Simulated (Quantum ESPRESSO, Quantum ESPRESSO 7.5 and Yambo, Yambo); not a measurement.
# CdSe (F-43m): one start, several treatments of the self-energy

Wanted: the gap of CdSe (F-43m) under several approximations, with cost.

Program: Quantum ESPRESSO 7.5 and Yambo 5.3.0. Level of theory: PBE and many-body steps on it, plane waves. Results are calculated unless marked as measured.

**The experiments to reproduce.**

- Gap 1.69 ± 0.02 eV: direct gap from (alpha E)^2 extrapolation; spectroscopic ellipsometry; 300 K; film (fully relaxed MBE film, 304 nm) on GaAs(100) (“Band gap bowing of binary alloys: Experimental results compared to theoretical tight-binding supercell calculations for CdZnSe”, 2010, arxiv:1007.2297).

## Step 1: The starting structure

It takes space group F-43m (No. 216, cubic). Conventional cell: a = 6.141 Å, b = 6.141 Å, c = 6.141 Å, α = 90.00°, β = 90.00°, γ = 90.00°. Nearest to Cd lie 4 Se at 2.66 Å. Nearest to Se lie 4 Cd at 2.66 Å. Farther neighbours and most contacts between anions are not listed.

The cell and positions are those that the Materials Project relaxed with its own functionals (PBE, PBE+U or r2SCAN), kept fixed.

## Step 2: Empty states on the mesh, 4×4×4 mesh, 393 bands

This step: Quantum ESPRESSO 7.5; DFT, PBE, plane waves, norm-conserving pseudopotentials.

The sums over transitions need many empty states on a uniform mesh; this step solves for them.

Input file pw.in:

```
&control
  calculation = 'nscf'
  prefix = 'x'
  outdir = 'o'
  pseudo_dir = 'pseudo'
/
&system
  ibrav = 0
  nat = 2
  ntyp = 2
  ecutwfc = 104.0
  nbnd = 393
  force_symmorphic = .true.
/
&electrons
  conv_thr = 1e-9
  electron_maxstep = 80
  diago_full_acc = .true.
  diago_thr_init = 5e-6
/
ATOMIC_SPECIES
  Cd 112.41 Cd.upf
  Se 78.971 Se.upf
CELL_PARAMETERS angstrom
  -0.0000000000 3.0702711986 3.0702711986
  3.0702711986 -0.0000000000 3.0702711986
  3.0702711986 3.0702711986 -0.0000000000
ATOMIC_POSITIONS crystal
  Cd 0.0000000000 0.0000000000 0.0000000000
  Se 0.7500000000 0.7500000000 0.7500000000
K_POINTS automatic
  4 4 4 0 0 0
```

Run with:

```bash
> OMP_NUM_THREADS=1 mpirun -n 8 pw.x -nk 4 -in pw.in > pw.out
```

Output:

```text
Program PWSCF v.7.5 starts

     This program is part of the open-source Quantum ESPRESSO suite
     for quantum simulation of materials; please cite
         "P. Giannozzi et al., J. Phys.:Condens. Matter 21 395502 (2009);
         "P. Giannozzi et al., J. Phys.:Condens. Matter 29 465901 (2017);
         "P. Giannozzi et al., J. Chem. Phys. 152 154105 (2020);
     in publications or presentations arising from this work. More details at

     Atomic positions and unit cell read from directory:
     o/x.save/

     Message from routine setup:
[...]
-199.3042-138.7801-138.7801-138.7801 -93.9630 -55.0241 -55.0240 -55.0240
[...]
57.2295  57.4786  58.1886  58.1886  59.1444  59.1444  59.8368  59.9923
     [... 38 further rows ...]
   195.6302 195.6302 196.5044 196.5044 197.1904 198.1136 198.1136 198.8024
   199.0099

          k = 0.3536 0.0000 0.0000 (  7003 PWs)   bands (ev):

     [... further k-points ...]

     highest occupied, lowest unoccupied level (ev):     7.6711    8.2221

     XML data file, pseudopotentials, collected wavefunctions

=------------------------------------------------------------------------------=
   JOB DONE.
=------------------------------------------------------------------------------=
```

The job ended after 54 s (8 MPI ranks of Arm Neoverse V1, shared host; peak memory 1.4 GiB).

This step gave:

| Quantity | Value |
| --- | --- |
| gap | 0.5509 eV |
| k of the valence top | 0, 0, 0 |
| k of the conduction bottom | 0, 0, 0 |
| least direct gap | 0.5509 eV |
| k points computed | 8 |
| lowest point of the top converged band, above the valence top | 190.1723 eV |

On this mesh the gap is 0.551 eV.

The density comes from a self-consistent run that is not shown.

## Step 3: Conversion and set-up

This step: Yambo 5.3.0; conversion and set-up on PBE, plane waves, norm-conserving pseudopotentials.

The states are converted to the many-body program's format and the q mesh is built.

Run with:

```bash
> (cd o/x.save; p2y > p2y.log; mv SAVE ../..); yambo > setup.log
```

Output:

```text
 Yambo, version 5.3.0

 [02] CORE Variables Setup
 =========================

  [02.01] Unit cells
  ==================

  Cell kind             :  FCC
  Atoms in the cell     :  Cd  Se
  number of Cd atoms    :  1
  number of Se atoms    :  1

  List of atomic masses
  Mass of Cd    :  112.4100
  Mass of Se    :  78.97100

  List of atomic coordinates    : [cc]
  Cd1       :  0.000000  0.000000  0.000000  order 1
  Se1       :  8.702958  8.702958  8.702958  order 2

  Alat factors          :  5.801972  5.801972  5.801972 [a.u.]
  Direct lattice volume :  390.6221 [a.u.]
[...]
==========================================

 IBZ Q-points                                      :   8
 BZ  Q-points                                      :   64

 K/Q-points units:
 rlu = crystal or reduced units; cc = cartesian coordinates; iku = interal k-units

 Q [1]          [rlu]:  0.000000  0.000000  0.000000
 Q [2]          [rlu]: -0.74024E-17  0.64753E-17  0.25000
 Q [3]          [rlu]:  0.14805E-16 -0.12951E-16 -0.50000
[...]
Q [7]          [rlu]:  0.13563E-16 -0.50000     -0.50000
 Q [8]          [rlu]:  0.250000 -0.500000 -0.250000

  [03.01] X indexes
  =================

   [03.01.01] Sigma indexes
   ========================

 [06] Game Over & Game summary
```

It took 3.7 s on 1 MPI rank; peak memory 0.26 GiB.

## Step 4: G0W0, Godby-Needs plasmon pole

Now the one-shot GW correction: screening in the RPA, then the self-energy of the levels asked for.

This step: G0W0 on PBE, plane waves, norm-conserving pseudopotentials.

Input file gw2.in:

```
HF_and_locXC
gw0
dyson
ppa
em1d
rim_cut
RandQpts= 1000000
RandGvec= 1 RL
EXXRLvcs= 104 Ry
VXCRLvcs= 416 Ry
Chimod= "HARTREE"
% BndsRnXp
 1 | 173 |
%
NGsBlkXp= 15.5 Ry
% LongDrXp
 1 | 1 | 1 |
%
% GbndRnge
 1 | 173 |
%
DysSolver= "n"
ExtendOut
PPAPntXp= 27.21138 eV
% QPkrange
 1 | 1 | 21 | 24 |
%
```

Run with:

```bash
> OMP_NUM_THREADS=1 mpirun -n 8 yambo -F gw2.in -J gw2 -C gw2 > gw2.log
```

Output:

```text
 Yambo, version 5.3.0

 [02] CORE Variables Setup
 =========================

  [... cell, symmetries and grids as in the set-up ...]

  [02.05] Energies & Occupations
  ==============================

  [X] === General ===
  [X] Electronic Temperature                        :  0.000000  0.000000 [eV K]
  [X] Bosonic    Temperature                        :  0.000000  0.000000 [eV K]
  [X] Finite Temperature mode                       : no
  [X] El. density                                   :  0.76014E+24 [cm-3]
  [X] Fermi Level                                   :  7.671117 [eV]

  [X] === Gaps and Widths ===
  [X] Conduction Band Min                           :  0.550945 [eV]
  [X] Valence Band Max                              :  0.000000 [eV]
  [X] Filled Bands                                  :  22
  [X] Empty Bands                                   :    23   393
  [X] Direct Gap                                    :  0.550945 [eV]
  [X] Direct Gap localized at k                     :  1
  [X] Indirect Gap                                  :  0.550945 [eV]
  [X] Indirect Gap between kpts                     :  1  1
  [X] Last valence band width                       :  2.085450 [eV]
  [X] 1st conduction band width                     :  4.360734 [eV]

 [03] Transferred momenta grid and indexing
 ==========================================

 IBZ Q-points                                      :   8
 BZ  Q-points                                      :   64

 K/Q-points units:
 rlu = crystal or reduced units; cc = cartesian coordinates; iku = interal k-units

 Q [1]          [rlu]:  0.000000  0.000000  0.000000
 Q [2]          [rlu]: -0.74024E-17  0.64753E-17  0.25000
 Q [3]          [rlu]:  0.14805E-16 -0.12951E-16 -0.50000
 Q [4]          [rlu]: -0.67816E-17  0.25000      0.25000
 Q [5]          [rlu]: -0.13780E-16  0.25000      0.50000
 Q [6]          [rlu]: -0.12951E-16  0.25000     -0.25000
 Q [7]          [rlu]:  0.13563E-16 -0.50000     -0.50000
 Q [8]          [rlu]:  0.250000 -0.500000 -0.250000

 [04] Coloumb potential Random Integration (RIM)
 ===============================================

  [04.01] RIM initialization
  ==========================

  * Diagonal components only detected *

  8 x (sBL volume)        :  0.079377 [a.u.]
  sBZ random points       :  1000000
  Points outside the sBZ  :   7999624
  RL volume               :  0.635013 [a.u.]
  Integrated volume       :  0.635043 [a.u.]

  [04.02] RIM integrals
  =====================

  Gamma point sphere radius             :  0.077956 [a.u.]
  Points outside the sphere             :   799635
  [Int_sBZ(q=0) 1/q^2]*(Vol_sBZ)^(-1/3) =:  7.763403
                                 should be <:  7.795600

  Summary of Coulomb integrals for non-metallic bands |Q|[au] RIM/Bare

  Q [1] 0.100000E-4 0.995870 * Q [2] 0.234463 1.065611
  Q [4] 0.270735 1.063960 * Q [6] 0.382877 1.025542
  Q [5] 0.448963 1.019403 * Q [3] 0.468927 1.016307
  Q [7] 0.541470 1.013019 * Q [8] 0.605382 1.010006

 [WARNING] [Xp] User bands 1-173 break level degeneracy

 [05] Dipoles
 ============

  [05.01] Setup: observables and procedures
  =========================================

 [06] Dynamic Dielectric Matrix (PPA)
 ====================================

 [SLK-Inversion]  Pools        :  2
 [SLK-Inversion]  BLACS grid   :  2  2

 [WR./gw2//ndb.pp]---------------------------------------------------------------
  Brillouin Zone Q/K grids (IBZ/BZ)                :    8   64    8   64
  RL vectors                                       :   8363 [WF]
  Coulomb cutoff potential                         : none
  Electronic Temperature                           :  0.000000 [K]
  Bosonic    Temperature                           :  0.000000 [K]
  PPA    diel. fun.  energies                      : Perdew, Burke & Ernzerhof(X)+Perdew, Burke & Ernzerhof(C)
  wavefunctions                                    : Perdew, Burke & Ernzerhof(X)+Perdew, Burke & Ernzerhof(C)
  Global Gauge                                     : length
  X matrix size                                    :   459
  X band range                                     :    1  173
  X e/h energy range                               : -1.000000 -1.000000 [eV]
  X Time ordering                                  : R
  X Hxc Kernel                                     : HARTREE
  X Drude frequency                                :  0.000000  0.000000
  X poles                                          :  100.0000 [o/o]
  RL vectors in the sum                            :   8363
  [r,Vnl] included                                 : yes
  Field direction                                  :  0.577350E-5  0.577350E-5  0.577350E-5
  BZ energy Double Grid                            : no
  BZ energy DbGd points                            : 0
  BZ Q point size factor                           : -1.000000
  X Optical Averaged directions                    : none

 [07] Local Exchange-Correlation + Non-Local Fock
 ================================================

 [VXC] Plane waves :   55849
 [EXS] Plane waves :   6975

 QP @ state[ 1 ] K range:  1  1
 QP @ state[ 1 ] b range:  21  24

 [xc] Functional : Perdew, Burke & Ernzerhof(X)+Perdew, Burke & Ernzerhof(C)
 [xc] LIBXC used to calculate xc functional
  PP Number of Atomic Species                      :  2
  NLCC RL compoments                               :   55849
  PP Number of Atomic Species                      :  2
  NLCC RL compoments                               :   55849

 [xc] E_xc :  -40.56591 [Ha]
      E_xc :  -81.13181 [Ry]

  Local XC kind (lXC) : Perdew, Burke & Ernzerhof(X)+Perdew, Burke & Ernzerhof(C)
  Non-Local XC kind (nlXC) : Hartree-Fock

  Corrections @ K [1] :  [eV]
 <21|nlXC|21> = -18.27012 -0.27587E-16 <21|lXC|21> = -15.80774  0.18882E-15
 <22|nlXC|22> = -18.27012 -0.12488E-16 <22|lXC|22> = -15.80774  0.37763E-15
 <23|nlXC|23> = -8.092410 -0.33258E-17 <23|lXC|23> = -11.61124 -0.18881E-15
 <24|nlXC|24> = -5.754738  0.18107E-17 <24|lXC|24> = -10.30179  0.94424E-16

 [08] Dyson equation: Newton solver
 ==================================

  [08.01] G0W0 (W PPA)
  ====================

  [  GW  ] Bands range     :    1  173
  [GW/PPA] G damping       :  0.100000 [eV]

  QP @ state[ 1 ] K range:  1  1
  QP @ state[ 1 ] b range:  21  24

   Sc/G bands                                       :    1  173
   Sc/G damping                                     :  0.100000 ev
   Sc bands terminator                              : no
   Sx RL components                                 :   6975

   QP @ state[ 1 ] K range                          :  1  1
   QP @ state[ 1 ] b range                          :  21  24
   GF energies kind                                 : Perdew, Burke & Ernzerhof(X)+Perdew, Burke & Ernzerhof(C)
   GF WF`s kind                                     : Perdew, Burke & Ernzerhof(X)+Perdew, Burke & Ernzerhof(C)
   Xs energies kind                                 : Perdew, Burke & Ernzerhof(X)+Perdew, Burke & Ernzerhof(C)
   Xs WF`s kind                                     : Perdew, Burke & Ernzerhof(X)+Perdew, Burke & Ernzerhof(C)

 [11] Game Over & Game summary
```

Wall time 4.5 min (8 MPI ranks); peak memory 4.7 GiB.

Numbers from this step:

```yaml
g0w0_gap_on_the_points_computed: 1.191 eV
starting_gap_on_the_mesh: 0.5509 eV
k_of_the_valence_top: 0, 0, 0
k_of_the_conduction_bottom: 0, 0, 0
least_direct_g0w0_gap_on_the_computed_points: 1.191 eV
z_at_the_valence_top: 0.7899
z_at_the_conduction_bottom: 0.8117
```

The gap on the mesh goes from 0.55 eV to 1.19 eV, a correction of +0.64 eV.

(Continued in part 2 of 2.)

[Paths, hosts, dates, memory and timing lines, banners, echoed tables and standing remarks are left out of the program output.]

[Logs are printed without paths, hosts, clocks, repeated set-up lines and the standing remarks that a program may print on its own settings, such as how far it seeks lower states.]

[Runs of the session that timed out or met a known fault of the program may be left out.]

[Hosts, paths, dates, database ids (printed as entryN), source tags and the programs' standing remarks are cut or masked in the printed files.]
